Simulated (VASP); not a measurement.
# C in VASP: settings compared

The runs below take C through band structure, with PBE+D3(BJ), r2SCAN.

Program: VASP 6.6.1. These are calculated values, not measurements. Logs are shortened: lines on timing, memory, paths and dates and some standing lists are left out, and cuts for length are marked.

## 1. The slab as given

The cell holds a slab with vacuum, 6 atoms: a = 2.466 Å, b = 2.466 Å, c = 24.824 Å, α = 90.00°, β = 90.00°, γ = 120.00°.

The slab is cut from a database's or a generator's crystal, which needn't be the stable form of the element.

## 2. Band structure, PBE+D3(BJ)

INCAR

```
SYSTEM = C
PREC = Accurate
ENCUT = 520
EDIFF = 1E-6
ISMEAR = 0
SIGMA = 0.03
LREAL = .FALSE.
LASPH = .TRUE.
NELM = 80
ALGO = Normal
ISIF = 2
LWAVE = .FALSE.
LCHARG = .FALSE.
LDIPOL = .TRUE.
IDIPOL = 3
DIPOL = 0.5 0.5 0.500
GGA = PE
IVDW = 12
NBANDS = 21
LVHAR = .TRUE.
LVACPOTAV = .TRUE.
KPAR = 4
```

KPOINTS

```
Automatic mesh
0
G
  15 15 1
  0 0 0
```

POSCAR

```
C                                       
1.0
    2.4655616505      0.0000000000      0.0000000000
   -1.2327808253      2.1352390266      0.0000000000
    0.0000000000      0.0000000000     24.8239500000
  C             
     6
Direct
     0.0000000000000000    0.0000000000000000    0.3632473155075786
     0.6666666699999979    0.3333333300000021    0.3632293250868486
     0.0000000000000000    0.0000000000000000    0.4999989644853144
     0.3333333300000021    0.6666666699999979    0.5000012384001167
     0.0000000000000000    0.0000000000000000    0.6367521705954857
     0.6666666699999979    0.3333333300000021    0.6367709859246631
```

KPOINTS_OPT

```
explicit points
67
Reciprocal
 0.0000000000  0.0000000000  0.0000000000 1
 0.0357142900  0.0000000000  0.0000000000 1
 0.0714285700  0.0000000000  0.0000000000 1
 0.1071428600  0.0000000000  0.0000000000 1
 0.1428571400  0.0000000000  0.0000000000 1
 0.1785714300  0.0000000000  0.0000000000 1
 0.2142857100  0.0000000000  0.0000000000 1
 0.2500000000  0.0000000000  0.0000000000 1
 0.2857142900  0.0000000000  0.0000000000 1
 0.3214285700  0.0000000000  0.0000000000 1
 0.3571428600  0.0000000000  0.0000000000 1
 0.3928571400  0.0000000000  0.0000000000 1
 0.4285714300  0.0000000000  0.0000000000 1
 0.4642857100  0.0000000000  0.0000000000 1
 0.5000000000  0.0000000000  0.0000000000 1
 0.4791666700  0.0416666700  0.0000000000 1
 0.4583333300  0.0833333300  0.0000000000 1
 0.4375000000  0.1250000000  0.0000000000 1
 0.4166666700  0.1666666700  0.0000000000 1
 0.3958333300  0.2083333300  0.0000000000 1
 0.3750000000  0.2500000000  0.0000000000 1
 0.3541666700  0.2916666700  0.0000000000 1
 0.3333333300  0.3333333300  0.0000000000 1
 0.3137254900  0.3137254900  0.0000000000 1
 0.2941176500  0.2941176500  0.0000000000 1
 0.2745098000  0.2745098000  0.0000000000 1
 0.2549019600  0.2549019600  0.0000000000 1
 0.2352941200  0.2352941200  0.0000000000 1
 0.2156862700  0.2156862700  0.0000000000 1
 0.1960784300  0.1960784300  0.0000000000 1
 0.1764705900  0.1764705900  0.0000000000 1
 0.1568627500  0.1568627500  0.0000000000 1
 0.1372549000  0.1372549000  0.0000000000 1
 0.1176470600  0.1176470600  0.0000000000 1
 0.0980392200  0.0980392200  0.0000000000 1
 0.0784313700  0.0784313700  0.0000000000 1
 0.0588235300  0.0588235300  0.0000000000 1
 0.0392156900  0.0392156900  0.0000000000 1
 0.0196078400  0.0196078400  0.0000000000 1
 0.0000000000  0.0000000000  0.0000000000 1
 0.0000000000  0.0000000000  0.0000000000 1
 0.0047173500 -0.0023586800  0.0000000000 1
-0.0047173500  0.0023586800  0.0000000000 1
 0.0137589400 -0.0068794700  0.0000000000 1
-0.0137589400  0.0068794700  0.0000000000 1
-0.0000000000  0.0040853500  0.0000000000 1
 0.0000000000 -0.0040853500  0.0000000000 1
-0.0000000000  0.0119156000  0.0000000000 1
 0.0000000000 -0.0119156000  0.0000000000 1
 0.5000000000  0.0000000000  0.0000000000 1
 0.5047173500 -0.0023586800  0.0000000000 1
 0.4952826500  0.0023586800  0.0000000000 1
 0.5137589400 -0.0068794700  0.0000000000 1
 0.4862410600  0.0068794700  0.0000000000 1
 0.5000000000  0.0040853500  0.0000000000 1
 0.5000000000 -0.0040853500  0.0000000000 1
 0.5000000000  0.0119156000  0.0000000000 1
 0.5000000000 -0.0119156000  0.0000000000 1
 0.3333333300  0.3333333300  0.0000000000 1
 0.3380506800  0.3309746500  0.0000000000 1
 0.3286159800  0.3356920100  0.0000000000 1
 0.3470922700  0.3264538600  0.0000000000 1
 0.3195743900  0.3402128000  0.0000000000 1
 0.3333333300  0.3374186800  0.0000000000 1
 0.3333333300  0.3292479800  0.0000000000 1
 0.3333333300  0.3452489300  0.0000000000 1
 0.3333333300  0.3214177300  0.0000000000 1
```

Potentials or basis: VASP PAW PBE potentials, release 64 (C).

The run is started by

```console
cat potpaw_PBE.64/C/POTCAR > POTCAR
mpirun -np 4 vasp_std > vasp.out
```

OUTCAR:

```text
SYSTEM = C
   PREC = Accurate
   ENCUT = 520
   EDIFF = 1E-6
   ISMEAR = 0
   LREAL = .FALSE.
   LASPH = .TRUE.
   NELM = 80
   ISIF = 2
   GGA = PE
   IVDW = 12
 IVDW          = 12

 ion  position               nearest neighbor table
   1  0.000  0.000  0.363-   2 1.42   2 1.42   2 1.42
   2  0.667  0.333  0.363-   1 1.42   1 1.42   1 1.42
   3  0.000  0.000  0.500-   4 1.42   4 1.42   4 1.42
   4  0.333  0.667  0.500-   3 1.42   3 1.42   3 1.42
   5  0.000  0.000  0.637-   6 1.42   6 1.42   6 1.42
   6  0.667  0.333  0.637-   5 1.42   5 1.42   5 1.42

  LATTYP: Found a hexagonal cell.
 ALAT       =     2.4655616505
 C/A-ratio  =    10.0682738941

  Lattice vectors:

 A1 = (   2.4655616505,   0.0000000000,   0.0000000000)
 A2 = (  -1.2327808253,   2.1352390266,   0.0000000000)
 A3 = (   0.0000000000,   0.0000000000,  24.8239500000)

Analysis of symmetry for initial positions (statically):
=====================================================================
 Subroutine PRICEL returns:
 Original cell was already a primitive cell.

 Routine SETGRP: Setting up the symmetry group for a
 hexagonal supercell.

 Subroutine GETGRP returns: Found 12 space group operations
 (whereof 12 operations were pure point group operations)
 out of a pool of 24 trial point group operations.

The static configuration has the point symmetry D_3h.

Analysis of symmetry for dynamics (positions and initial velocities):
=====================================================================
 Subroutine PRICEL returns:
 Original cell was already a primitive cell.

 Routine SETGRP: Setting up the symmetry group for a
 hexagonal supercell.

 Subroutine GETGRP returns: Found 12 space group operations
 (whereof 12 operations were pure point group operations)
 out of a pool of 24 trial point group operations.

The dynamic configuration has the point symmetry D_3h.

 Subroutine INISYM returns: Found 12 space group operations
 (whereof 12 operations are pure point group operations),
 and found     1 'primitive' translations

----------------------------------------------------------------------------------------

                                     Primitive cell

  volume of cell :     130.6873

  direct lattice vectors                    reciprocal lattice vectors
     2.465561651  0.000000000  0.000000000     0.405587100  0.234165821  0.000000000
    -1.232780825  2.135239027  0.000000000     0.000000000  0.468331642  0.000000000
     0.000000000  0.000000000 24.823950000     0.000000000  0.000000000  0.040283678

  length of vectors
     2.465561651  2.465561653 24.823950000     0.468331643  0.468331642  0.040283678

  position of ions in fractional coordinates (direct lattice)
     0.000000000  0.000000000  0.363247316
     0.666666670  0.333333330  0.363229325
     0.000000000  0.000000000  0.499998964
     0.333333330  0.666666670  0.500001238
     0.000000000  0.000000000  0.636752171
     0.666666670  0.333333330  0.636770986

  ion indices of the primitive-cell ions
   primitive index   ion index
                 1           1
                 2           2
                 3           3
                 4           4
                 5           5
                 6           6

----------------------------------------------------------------------------------------

 KPOINTS: Automatic mesh

Automatic generation of k-mesh.
 Grid dimensions read from file:
 generate k-points for:   15   15    1

 Generating k-lattice:

  Cartesian coordinates                     Fractional coordinates (reciprocal lattice)
     0.027039140  0.015611055  0.000000000     0.066666667  0.000000000  0.000000000
     0.000000000  0.031222109  0.000000000     0.000000000  0.066666667  0.000000000
     0.000000000  0.000000000  0.040283678     0.000000000  0.000000000  1.000000000

  Length of vectors
     0.031222110  0.031222109  0.040283678

  Shift w.r.t. Gamma in fractional coordinates (k-lattice)
     0.000000000  0.000000000  0.000000000

 Subroutine IBZKPT returns following result:
 ===========================================

 Found     27 irreducible k-points:

 Following reciprocal coordinates:
            Coordinates               Weight
  0.000000  0.000000  0.000000      1.000000
  0.066667 -0.000000  0.000000      6.000000
  0.133333 -0.000000  0.000000      6.000000
  0.200000 -0.000000  0.000000      6.000000
  0.266667 -0.000000  0.000000      6.000000
  0.333333 -0.000000  0.000000      6.000000
[... 16 lines left out ...]
  0.333333  0.200000  0.000000     12.000000
  0.400000  0.200000  0.000000      6.000000
 [... further k-points ...]
   k-points           NKPTS =     27   k-points in BZ     NKDIM =     27   number of bands    NBANDS=     21
   number of dos      NEDOS =    301   number of ions     NIONS =      6
   total plane-waves  NPLWV =  62208
   dimension x,y,z NGX =    18 NGY =   18 NGZ =  192
   dimension x,y,z NGXF=    36 NGYF=   36 NGZF=  384
   ions per type =               6
   NGX,Y,Z   is equivalent  to a cutoff of  12.14, 12.14, 12.86 a.u.
   NGXF,Y,Z  is equivalent  to a cutoff of  24.27, 24.27, 25.72 a.u.
 SYSTEM =  C
   PREC   = accura    normal or accurate (medium, high low for compatibility)
   ISTART =      0    job   : 0-new  1-cont  2-samecut
   ICHARG =      2    charge: 1-file 2-atom 10-const
   ISPIN  =      1    spin polarized calculation?
   LNONCOLLINEAR =      F non collinear calculations
   LSORBIT =      F    spin-orbit coupling
   LASPH  =      T    aspherical Exc in radial PAW
   ENCUT  =  520.0 eV  38.22 Ry    6.18 a.u.   4.58  4.58 46.16*2*pi/ulx,y,z
   NELM   =     80;   NELMIN=  2; NELMDL= -5     # of ELM steps
   EDIFF  = 0.1E-05   stopping-criterion for ELM
   LREAL  =      F    real-space projection
   EDIFFG = 0.1E-04   stopping-criterion for IOM
   NSW    =      0    number of steps for IOM
   IBRION =     -1    ionic relax: 0-MD 1-quasi-New 2-CG
   NFREE  =      0    steps in history (QN), initial steepest desc. (CG)
   ISIF   =      2    stress and relaxation
   ISYM   =      2    0-nonsym 1-usesym 2-fastsym
   POTIM  = 0.5000    time-step for ionic-motion
   TEBEG  =    0.0;   TEEND  =   0.0 temperature during run
   PSTRESS=    0.0 pullay stress
   NELECT =      24.0000    total number of electrons
   NUPDOWN=      -1.0000    fix difference up-down
   EMIN   =  10.00;   EMAX   =-10.00  energy-range for DOS
   EFERMI =   0.00;   METHOD = LEGACY
   ISMEAR =     0;   SIGMA  =   0.03  broadening in eV -4-tet -1-fermi 0-gaus
   EFERMI_NEDOS =   21; number of points for ismear=-14 and -15
   IALGO  =     38    algorithm
   IMIX   =      4    mixing-type and parameters
     AMIX     =   0.40;   BMIX     =  1.00
     AMIX_MAG =   1.60;   BMIX_MAG =  1.00
  volume/ion in A,a.u.               =      21.78       146.99
  Fermi-wavevector in a.u.,A,eV,Ry     =   0.930538  1.758462 11.781301  0.865901
  Thomas-Fermi vector in A             =   2.056937
   LORBIT       =      0    0 simple, 1 ext, 2 COOP (PROOUT), +10 PAW based schemes
   GGA     = PE    functional components
   LHFCALC =     F    Hartree Fock is set to
   AEXX    =    0.0000 exact exchange contribution
   IVDW    =    12    specifies the selected vdW correction
   LEPSILON=     F    determine dielectric tensor
   LRPA    =     F    only Hartree local field effects (RPA)
 non-spin polarized calculation
 Gauss-broadening in eV      SIGMA  =   0.03
  energy-cutoff  :      520.00
  volume of cell :      130.69
 maximum number of plane-waves:      3570
   NGX =  9   NGY =  9   NGZ = 93

 dipolmoment           0.000000      0.000000     -0.000000 electrons x Angstroem

 number of electron      23.9999993 magnetization

 dipolmoment           0.000000      0.000000      0.000000 electrons x Angstroem

 Free energy of the ion-electron system (eV)
  ---------------------------------------------------
  ext. energy  EPLUGINS =         0.00000000
  ---------------------------------------------------
  free energy    TOTEN  =       -55.30107900 eV

  energy without entropy =      -55.30049741  energy(sigma->0) =      -55.30078820

 E-fermi :  -0.6430     XC(G=0):  -4.5445

 val. band max:       -0.6465450776   @ k =   0.3333   0.3333   0.0000
 cond. band min:      -0.6426518626   @ k =   0.3333   0.3333   0.0000
 fundamental gap:      0.0038932150
 Fermi energy:        -0.6430297421

 k-point     1 :       0.0000    0.0000    0.0000
  band No.  band energies     occupation
      1     -20.2449      2.00000
      2     -20.1548      2.00000
      3     -20.0509      2.00000
      4      -8.8702      2.00000
      5      -8.2606      2.00000
      6      -7.5704      2.00000
[... 13 lines left out ...]
     20       7.6737      0.00000
     21       7.6816      0.00000

 k-point     2 :       0.0667   -0.0000    0.0000
  band No.  band energies     occupation
      1     -20.1392      2.00000
      2     -20.0497      2.00000
      3     -19.9464      2.00000
      4      -8.7425      2.00000
      5      -8.1353      2.00000
      6      -7.4481      2.00000
[... 13 lines left out ...]
     20       7.7188      0.00000
     21       7.7423      0.00000
[... 487 lines left out ...]
      5     -12.2768      2.00000
      6     -12.2238      2.00000
[... 13 lines left out ...]
     20      10.2212      0.00000
     21      10.5891      0.00000

 k-point    24 :       0.4000    0.2000    0.0000
  band No.  band energies     occupation
      1     -14.3324      2.00000
      2     -14.3021      2.00000
      3     -14.2633      2.00000
      4     -13.3261      2.00000
      5     -13.3131      2.00000
      6     -13.2808      2.00000
[... 13 lines left out ...]
     20      10.7576      0.00000
     21      10.9545      0.00000

 [... further k-points ...]

------------------------ aborting loop because EDIFF is reached ----------------------------------------

 Edisp (eV)   -0.78127

 E8    (eV) :    -0.2293

  FORCE on cell =-STRESS in cart. coord.  units (eV):
  Direction    XX          YY          ZZ          XY          YZ          ZX
  --------------------------------------------------------------------------------------
  -------------------------------------------------------------------------------------
  Total       0.17722     0.17722    -0.04538    -0.00000     0.00000     0.00000
  in kB       2.17271     2.17271    -0.55636    -0.00000     0.00000     0.00000
  external pressure =        1.26 kB  Pullay stress =        0.00 kB

 VOLUME and BASIS-vectors are now :
 -----------------------------------------------------------------------------
  energy-cutoff  :      520.00
  volume of cell :      130.69
      direct lattice vectors                 reciprocal lattice vectors
     2.465561651  0.000000000  0.000000000     0.405587100  0.234165821  0.000000000
    -1.232780825  2.135239027  0.000000000     0.000000000  0.468331642  0.000000000
     0.000000000  0.000000000 24.823950000     0.000000000  0.000000000  0.040283678

 POSITION                                       TOTAL-FORCE (eV/Angst)
 -----------------------------------------------------------------------------------
      0.00000      0.00000      9.01723        -0.000000     -0.000000      0.000878
      1.23278      0.71175      9.01679         0.000000      0.000000      0.000944
      0.00000      0.00000     12.41195         0.000000      0.000000      0.000000
     -0.00000      1.42349     12.41201        -0.000000      0.000000      0.000000
      0.00000      0.00000     15.80670         0.000000     -0.000000     -0.000878
      1.23278      0.71175     15.80717        -0.000000      0.000000     -0.000944
 -----------------------------------------------------------------------------------
    total drift:                               -0.000002      0.000001     -0.000029

  FREE ENERGIE OF THE ION-ELECTRON SYSTEM (eV)
  ---------------------------------------------------
  free  energy   TOTEN  =       -56.0823489570 eV

  energy  without entropy=      -56.0817673706  energy(sigma->0) =      -56.08205816

 vacuum level on the upper side and lower side of the slab         3.634         3.634
```

Run time: 48 s. Hardware: 4 MPI ranks of Intel Xeon 6975P-C (Granite Rapids), shared host; peak memory 0.28 GiB.

What came out:

* Free energy: -56.0823 eV
* Band gap along the path: none (metal or under the smearing width)
* Dispersion energy per atom: -0.130 eV
* Work function of the upper face: 4.28 eV
* Work function of the lower face: 4.28 eV

[end of part 1 of 2]
